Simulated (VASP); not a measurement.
# Al (Fm-3m) in VASP: a series of runs, part 2 of 2

VASP 6.6.1.

### Step 3. Relaxation of cell and atoms, PBE

This run uses another cell than the first one, of 16.45 Å³/atom, 0.991 times its volume.

INCAR

```
PREC     = Accurate       # precision mode
ENCUT    = 520            # plane-wave cutoff, eV
EDIFF    = 1E-7           # SCF threshold, eV
ISMEAR   = 0              # smearing method
SIGMA    = 0.1            # smearing width, eV
LREAL    = False          # projectors in reciprocal space
LASPH    = True           # aspherical terms in the spheres
NELM     = 60             # most SCF steps
ALGO     = Fast           # electronic algorithm
ISIF     = 3              # what is computed and relaxed
LWAVE    = False          # write WAVECAR
LCHARG   = False          # write CHGCAR
GGA      = PE             # functional
IBRION   = 2              # ionic algorithm
NSW      = 80             # ionic steps
EDIFFG   = -0.002         # ionic threshold
```

KPOINTS

```
Automatic mesh
0
Gamma
  10 10 10
```

POSCAR

```
Al                                      
1.0
    0.0000000000      2.0187342045      2.0187342045
    2.0187342045      0.0000000000      2.0187342045
    2.0187342045      2.0187342045     -0.0000000000
  Al            
     1
Direct
     0.0000000000000000    0.0000000000000000    0.0000000000000000
```

Potentials or basis: VASP PAW PBE potentials, release 64 (Al).

The run is started by

```console
$ cat potpaw_PBE.64/Al/POTCAR > POTCAR
$ mpirun -np 1 vasp_std > vasp.out
```

OUTCAR:

```text
PREC = Accurate
   ENCUT = 520
   EDIFF = 1E-7
   ISMEAR = 0
   LREAL = False
   LASPH = True
   NELM = 60
   ISIF = 3
   GGA = PE
   IBRION = 2
   NSW = 80
   EDIFFG = -0.002

 ion  position               nearest neighbor table
   1  0.000  0.000  0.000-

  LATTYP: Found a face centered cubic cell.
 ALAT       =     4.0374684090

  Lattice vectors:

 A1 = (   0.0000000000,   2.0187342045,   2.0187342045)
 A2 = (   2.0187342045,   0.0000000000,   2.0187342045)
 A3 = (   2.0187342045,   2.0187342045,   0.0000000000)

Analysis of symmetry for initial positions (statically):
=====================================================================
 Subroutine PRICEL returns:
 Original cell was already a primitive cell.

 Routine SETGRP: Setting up the symmetry group for a
 face centered cubic supercell.

 Subroutine GETGRP returns: Found 48 space group operations
 (whereof 48 operations were pure point group operations)
 out of a pool of 48 trial point group operations.

The static configuration has the point symmetry O_h .

Analysis of symmetry for dynamics (positions and initial velocities):
=====================================================================
 Subroutine PRICEL returns:
 Original cell was already a primitive cell.

 Routine SETGRP: Setting up the symmetry group for a
 face centered cubic supercell.

 Subroutine GETGRP returns: Found 48 space group operations
 (whereof 48 operations were pure point group operations)
 out of a pool of 48 trial point group operations.

The dynamic configuration has the point symmetry O_h .

 Subroutine INISYM returns: Found 48 space group operations
 (whereof 48 operations are pure point group operations),
 and found     1 'primitive' translations

----------------------------------------------------------------------------------------

                                     Primitive cell

  volume of cell :      16.4538

  direct lattice vectors                    reciprocal lattice vectors
     0.000000000  2.018734204  2.018734204    -0.247679957  0.247679957  0.247679957
     2.018734204  0.000000000  2.018734204     0.247679957 -0.247679957  0.247679957
     2.018734204  2.018734204  0.000000000     0.247679957  0.247679957 -0.247679957

  length of vectors
     2.854921291  2.854921291  2.854921291     0.428994269  0.428994269  0.428994269

  position of ions in fractional coordinates (direct lattice)
     0.000000000  0.000000000  0.000000000

  ion indices of the primitive-cell ions
   primitive index   ion index
                 1           1

----------------------------------------------------------------------------------------

 KPOINTS: Automatic mesh

Automatic generation of k-mesh.
 Grid dimensions read from file:
 generate k-points for:   10   10   10

 Generating k-lattice:

  Cartesian coordinates                     Fractional coordinates (reciprocal lattice)
    -0.024767996  0.024767996  0.024767996     0.100000000  0.000000000  0.000000000
     0.024767996 -0.024767996  0.024767996     0.000000000  0.100000000  0.000000000
     0.024767996  0.024767996 -0.024767996     0.000000000  0.000000000  0.100000000

  Length of vectors
     0.042899427  0.042899427  0.042899427

  Shift w.r.t. Gamma in fractional coordinates (k-lattice)
     0.000000000  0.000000000  0.000000000

 Subroutine IBZKPT returns following result:
 ===========================================

 Found     47 irreducible k-points:

 Following reciprocal coordinates:
            Coordinates               Weight
  0.000000  0.000000  0.000000      1.000000
  0.100000  0.000000  0.000000      8.000000
  0.200000  0.000000  0.000000      8.000000
  0.300000  0.000000  0.000000      8.000000
  0.400000  0.000000  0.000000      8.000000
  0.500000  0.000000  0.000000      4.000000
[... 16 lines left out ...]
  0.300000  0.300000  0.000000      6.000000
  0.400000  0.300000  0.000000     24.000000
 [... further k-points ...]
   k-points           NKPTS =     47   k-points in BZ     NKDIM =     47   number of bands    NBANDS=      5
   number of dos      NEDOS =    301   number of ions     NIONS =      1
   total plane-waves  NPLWV =  13824
   dimension x,y,z NGX =    24 NGY =   24 NGZ =   24
   dimension x,y,z NGXF=    48 NGYF=   48 NGZF=   48
   ions per type =               1
   NGX,Y,Z   is equivalent  to a cutoff of  13.98, 13.98, 13.98 a.u.
   NGXF,Y,Z  is equivalent  to a cutoff of  27.95, 27.95, 27.95 a.u.
 SYSTEM =  unknown system
   PREC   = accura    normal or accurate (medium, high low for compatibility)
   ISTART =      0    job   : 0-new  1-cont  2-samecut
   ICHARG =      2    charge: 1-file 2-atom 10-const
   ISPIN  =      1    spin polarized calculation?
   LNONCOLLINEAR =      F non collinear calculations
   LSORBIT =      F    spin-orbit coupling
   LASPH  =      T    aspherical Exc in radial PAW
   ENCUT  =  520.0 eV  38.22 Ry    6.18 a.u.   5.31  5.31  5.31*2*pi/ulx,y,z
   NELM   =     60;   NELMIN=  2; NELMDL= -5     # of ELM steps
   EDIFF  = 0.1E-06   stopping-criterion for ELM
   LREAL  =      F    real-space projection
   EDIFFG = -.2E-02   stopping-criterion for IOM
   NSW    =     80    number of steps for IOM
   IBRION =      2    ionic relax: 0-MD 1-quasi-New 2-CG
   NFREE  =      1    steps in history (QN), initial steepest desc. (CG)
   ISIF   =      3    stress and relaxation
   ISYM   =      2    0-nonsym 1-usesym 2-fastsym
   POTIM  = 0.5000    time-step for ionic-motion
   TEBEG  =    0.0;   TEEND  =   0.0 temperature during run
   PSTRESS=    0.0 pullay stress
   NELECT =       3.0000    total number of electrons
   NUPDOWN=      -1.0000    fix difference up-down
   EMIN   =  10.00;   EMAX   =-10.00  energy-range for DOS
   EFERMI =   0.00;   METHOD = LEGACY
   ISMEAR =     0;   SIGMA  =   0.10  broadening in eV -4-tet -1-fermi 0-gaus
   EFERMI_NEDOS =   21; number of points for ismear=-14 and -15
   IALGO  =     68    algorithm
   IMIX   =      4    mixing-type and parameters
     AMIX     =   0.40;   BMIX     =  1.00
     AMIX_MAG =   1.60;   BMIX_MAG =  1.00
  volume/ion in A,a.u.               =      16.45       111.04
  Fermi-wavevector in a.u.,A,eV,Ry     =   0.928309  1.754251 11.724936  0.861758
  Thomas-Fermi vector in A             =   2.054472
   LORBIT       =      0    0 simple, 1 ext, 2 COOP (PROOUT), +10 PAW based schemes
   GGA     = PE    functional components
   LHFCALC =     F    Hartree Fock is set to
   AEXX    =    0.0000 exact exchange contribution
   IVDW    =     0    specifies the selected vdW correction
   LEPSILON=     F    determine dielectric tensor
   LRPA    =     F    only Hartree local field effects (RPA)
 conjugate gradient relaxation of ions
 non-spin polarized calculation
 RMM-DIIS sequential band-by-band and
 Gauss-broadening in eV      SIGMA  =   0.10
  energy-cutoff  :      520.00
  volume of cell :       16.45
 maximum number of plane-waves:       459
 NGX is ok and might be reduce to    24
   NGX = 11   NGY = 11   NGZ = 11

 number of electron       3.0000000 magnetization

 Free energy of the ion-electron system (eV)
  ---------------------------------------------------
  ext. energy  EPLUGINS =         0.00000000
  ---------------------------------------------------
  free energy    TOTEN  =        -3.72792314 eV

  energy without entropy =       -3.72279625  energy(sigma->0) =       -3.72535969

 E-fermi :   8.1617     XC(G=0): -10.2076

 val. band max:        8.1476495187   @ k =  -0.4000   0.4000   0.1000
 cond. band min:       8.2314389375   @ k =  -0.3000   0.4000   0.1000
 fundamental gap:      0.0837894187
 Fermi energy:         8.1617435922

 k-point     1 :       0.0000    0.0000    0.0000
  band No.  band energies     occupation
      1      -3.1254      2.00000
      2      20.6629      0.00000
      3      20.6629      0.00000
      4      20.6630      0.00000
      5      22.1752      0.00000

 k-point     2 :       0.1000    0.0000    0.0000
  band No.  band energies     occupation
      1      -2.8532      2.00000
      2      17.3728      0.00000
      3      19.9434      0.00000
      4      19.9434      0.00000
      5      22.8262      0.00000
[... 169 lines left out ...]
 k-point    24 :       0.4000    0.3000    0.0000
  band No.  band energies     occupation
      1       1.4285      2.00000
      2      11.4748      0.00000
      3      11.9217      0.00000
      4      14.4850      0.00000
      5      15.7864      0.00000

 [... further k-points ...]
[... 5 lines left out ...]
  --------------------------------------------------------------------------------------
  -------------------------------------------------------------------------------------
  Total        0.0017836      0.0017836      0.0017836      0.0000000     -0.0000000      0.0000000
  in kB        0.1736733      0.1736733      0.1736733      0.0000000     -0.0000000      0.0000000
  external PRESSURE =       0.1736733 kB  Pullay stress =       0.0000000 kB

 VOLUME and BASIS-vectors are now :
 -----------------------------------------------------------------------------
  energy-cutoff  :      520.00
  volume of cell :       16.45
      direct lattice vectors                 reciprocal lattice vectors
     0.000000000  2.018734204  2.018734204    -0.247679957  0.247679957  0.247679957
     2.018734204  0.000000000  2.018734204     0.247679957 -0.247679957  0.247679957
     2.018734204  2.018734204  0.000000000     0.247679957  0.247679957 -0.247679957

 POSITION                                       TOTAL-FORCE (eV/Angst)
 -----------------------------------------------------------------------------------
      0.00000      0.00000      0.00000         0.000000      0.000000      0.000000
 -----------------------------------------------------------------------------------
    total drift:                               -0.000000      0.000000      0.000000

  FREE ENERGIE OF THE ION-ELECTRON SYSTEM (eV)
  ---------------------------------------------------
  free  energy   TOTEN  =        -3.7279231352 eV

  energy  without entropy=       -3.7227962491  energy(sigma->0) =       -3.72535969

 reached required accuracy - stopping structural energy minimisation
```

Wall time 3.9 s (1 thread of AMD EPYC 9R14 (Zen 4), shared host); peak memory 0.1 GiB.

Results:

* Free energy: -3.7279 eV
* Pressure after relaxing: 0.0 GPa
* Band gap on the k mesh: none (metal or under the smearing width)

Final structure:
```
Al
1.0
     0.00000    2.01873    2.01873
     2.01873    0.00000    2.01873
     2.01873    2.01873    0.00000
Al
1
Direct
  0.00000 0.00000 0.00000
```

Caveat: the relaxation stopped at its first step, so nothing moved.

### Step 4. Vibrations by finite differences, PBE

This run uses another cell than the first one, of 16.45 Å³/atom, 0.991 times its volume.

Changes to INCAR since step 3:

```diff
@@ -2,3 +2,3 @@
 ENCUT    = 520            # plane-wave cutoff, eV
-EDIFF    = 1E-7           # SCF threshold, eV
+EDIFF    = 1E-8           # SCF threshold, eV
 ISMEAR   = 0              # smearing method
@@ -13,4 +13,6 @@
 GGA      = PE             # functional
-IBRION   = 2              # ionic algorithm
-NSW      = 80             # ionic steps
-EDIFFG   = -0.002         # ionic threshold
+NBANDS   = 8              # bands
+IBRION   = 6              # ionic algorithm
+NFREE    = 2            
+POTIM    = 0.015          # step
+NSW      = 1              # ionic steps
```

KPOINTS is that of step 3.

Changes to POSCAR since step 3:

```diff
@@ -4,3 +4,3 @@
     2.0187342045      0.0000000000      2.0187342045
-    2.0187342045      2.0187342045     -0.0000000000
+    2.0187342045      2.0187342045      0.0000000000
   Al
```

Potentials or basis: VASP PAW PBE potentials, release 64 (Al).

The run is started by

```console
$ cat potpaw_PBE.64/Al/POTCAR > POTCAR
$ mpirun -np 1 vasp_std > vasp.out
```

OUTCAR:

```text
PREC = Accurate
   ENCUT = 520
   EDIFF = 1E-8
   ISMEAR = 0
   LREAL = False
   LASPH = True
   NELM = 60
   ISIF = 3
   GGA = PE
   IBRION = 6
   NFREE = 2
   POTIM = 0.015
   NSW = 1

 ion  position               nearest neighbor table
   1  0.000  0.000  0.000-

  LATTYP: Found a face centered cubic cell.
 ALAT       =     4.0374684090

  Lattice vectors:

 A1 = (   0.0000000000,   2.0187342045,   2.0187342045)
 A2 = (   2.0187342045,   0.0000000000,   2.0187342045)
 A3 = (   2.0187342045,   2.0187342045,   0.0000000000)

Analysis of symmetry for initial positions (statically):
=====================================================================
 Subroutine PRICEL returns:
 Original cell was already a primitive cell.

 Routine SETGRP: Setting up the symmetry group for a
 face centered cubic supercell.

 Subroutine GETGRP returns: Found 48 space group operations
 (whereof 48 operations were pure point group operations)
 out of a pool of 48 trial point group operations.

The static configuration has the point symmetry O_h .

Analysis of symmetry for dynamics (positions and initial velocities):
=====================================================================
 Subroutine PRICEL returns:
 Original cell was already a primitive cell.

 Routine SETGRP: Setting up the symmetry group for a
[... 612 lines left out ...]
      7      29.6787      0.00000
      8      31.9287      0.00000

 [... further k-points ...]
[... 5 lines left out ...]
  --------------------------------------------------------------------------------------
  -------------------------------------------------------------------------------------
  Total        0.0019026      0.0019026      0.0019026     -0.0000000     -0.0000000      0.0000000
  in kB        0.1852640      0.1852640      0.1852640     -0.0000000     -0.0000000      0.0000000
  external PRESSURE =       0.1852640 kB  Pullay stress =       0.0000000 kB
[... 16 lines left out ...]
  FREE ENERGIE OF THE ION-ELECTRON SYSTEM (eV)
  ---------------------------------------------------
  free  energy   TOTEN  =        -3.7279232098 eV

  energy  without entropy=       -3.7227963141  energy(sigma->0) =       -3.72535976

 INTERNAL STRAIN TENSORS FROM STRAINED CELLS
 ============================================

 INTERNAL STRAIN TENSOR FOR ION    1 for displacements in x,y,z  (eV/Angst):
          X           Y           Z          XY          YZ          ZX
  --------------------------------------------------------------------------------
  x     0.00000    -0.00000     0.00000     0.00000    -0.00000     0.00000
  y     0.00000     0.00000    -0.00000     0.00000    -0.00000     0.00000
  z     0.00000     0.00000     0.00000     0.00000    -0.00000     0.00000

 INTERNAL STRAIN TENSORS FROM DISPLACED ATOMS
 ============================================

 INTERNAL STRAIN TENSOR FOR ION    1 for displacements in x,y,z  (eV/Angst):
          X           Y           Z          XY          YZ          ZX
  --------------------------------------------------------------------------------
  x     0.00000     0.00000     0.00000     0.00000     0.00000     0.00000
  y     0.00000     0.00000     0.00000     0.00000     0.00000     0.00000
  z     0.00000     0.00000     0.00000     0.00000     0.00000     0.00000

 Eigenvectors and eigenvalues of the dynamical matrix
 ----------------------------------------------------

   1 f/i=    0.000000 THz     0.000000 2PiTHz    0.000000 cm-1     0.000000 meV
             X         Y         Z           dx          dy          dz
      0.000000  0.000000  0.000000     0.707107   -0.707107    0.000000

   2 f/i=    0.000000 THz     0.000000 2PiTHz    0.000000 cm-1     0.000000 meV
             X         Y         Z           dx          dy          dz
      0.000000  0.000000  0.000000    -0.707107   -0.707107    0.000000

   3 f/i=    0.000000 THz     0.000000 2PiTHz    0.000000 cm-1     0.000000 meV
             X         Y         Z           dx          dy          dz
      0.000000  0.000000  0.000000     0.000000    0.000000    1.000000

--------------------------------------------------------------------------------------------------------

 ELASTIC MODULI CONTR FROM IONIC RELAXATION (kBar)
 Direction    XX          YY          ZZ          XY          YZ          ZX
 --------------------------------------------------------------------------------
 XX           0.0000      0.0000      0.0000      0.0000      0.0000      0.0000
 YY           0.0000      0.0000      0.0000      0.0000      0.0000      0.0000
 ZZ           0.0000      0.0000      0.0000      0.0000      0.0000      0.0000
 XY           0.0000      0.0000      0.0000      0.0000      0.0000      0.0000
 YZ           0.0000      0.0000      0.0000      0.0000      0.0000      0.0000
 ZX           0.0000      0.0000      0.0000      0.0000      0.0000      0.0000
 --------------------------------------------------------------------------------

 TOTAL ELASTIC MODULI (kBar)
 Direction    XX          YY          ZZ          XY          YZ          ZX
 --------------------------------------------------------------------------------
 XX          -5.9594   1109.4899   1109.4899      0.0000      0.0000     -0.0000
 YY        1109.4899     -5.9594   1109.4899      0.0000      0.0000     -0.0000
 ZZ        1109.4899   1109.4899     -5.9594      0.0000      0.0000      0.0000
 XY           0.0000      0.0000      0.0000   -418.9151      0.0000      0.0000
 YZ           0.0000      0.0000      0.0000      0.0000   -418.9151      0.0000
 ZX          -0.0000     -0.0000      0.0000      0.0000      0.0000   -418.9151
 --------------------------------------------------------------------------------
```

It took 2.6 min on 1 thread of AMD EPYC 9R14 (Zen 4), shared host; peak memory 0.16 GiB.

Results:

```yaml
Elastic_constants_C11_C12_C44: -1, 111, -42 GPa
Voigt_bulk_modulus: 74 GPa
```

Elastic tensor in Voigt notation (GPa, in the Cartesian axes of the cell as first typed):
```
 -1 111 111   0   0   0
111  -1 111   0   0   0
111 111  -1   0   0   0
  0   0   0 -42   0   0
  0   0   0   0 -42   0
  0   0   0   0   0 -42
```

Clamped-ion elastic tensor (GPa):
```
 -1 111 111   0   0   0
111  -1 111   0   0   0
111 111  -1   0   0   0
  0   0   0 -42   0   0
  0   0   0   0 -42   0
  0   0   0   0   0 -42
```

Caveat: the elastic tensor has a negative eigenvalue, so either the cell is unstable as it stands or the mesh is too thin.
